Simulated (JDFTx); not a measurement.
AgBr under changes of volume

One of the cells (23.644 Å³/atom); the others are scaled copies at fixed shape and fractional positions:

```
Ag Br
1.0
     0.00000    2.87015    2.87015
     2.87015    0.00000    2.87015
     2.87015    2.87015    0.00000
Ag Br
1 1
Cartesian
  0.0000 0.0000 0.0000
  2.8702 2.8702 2.8702
```

```yaml
Program: JDFTx 1.7.0 (patched build)
Functional: PBEsol
Potentials_or_basis: PseudoDojo-SR-PBEsol-0.4.1-standard
Cutoff: 1116 eV
Density_cutoff: 8925 eV
k_mesh: 8 × 8 × 8
Occupations: fermi-dirac, width 0.05 eV
Spin: no spin polarisation
```

| volume (Å³/atom) | energy over the lowest point (meV/atom) | pressure (GPa) | gap on the mesh (eV) |
| --- | --- | --- | --- |
| 22.225 | 2.69 | 1.5 | 0.50 |
| 22.698 | 0.00 | 0.3 | 0.50 |
| 23.171 | ? | ? | ? |
| 23.644 | 4.22 | -1.7 | 0.50 |
| 24.116 | 10.36 | -2.5 | 0.51 |
| 24.589 | 18.72 | -3.2 | 0.52 |
| 25.062 | 29.04 | -3.9 | 0.52 |

What does the run at 23.171 Å³/atom give?

Energy over the lowest point 0.65 meV/atom; pressure -0.8 GPa; gap on the mesh 0.50 eV.

Worked out: A Birch-Murnaghan fit of order 3 (a polynomial in V^(-2/3)) to the other rows has its minimum at 22.83 Å³/atom with B0 = V·E''(V) = 53 GPa and B' = 5.5. It gives 0.65 meV/atom at 23.171 Å³/atom, against the run's 0.65, and -dE/dV = -0.7 GPa, against -0.8. A parabola through the other rows of the gap, of slope 0.115 eV per unit of ln V there, gives 0.50 eV, against the run's 0.50.

Energies are extrapolated to zero smearing.

A mesh can miss the band edges. Spin-orbit coupling on Ag, Br is left out.
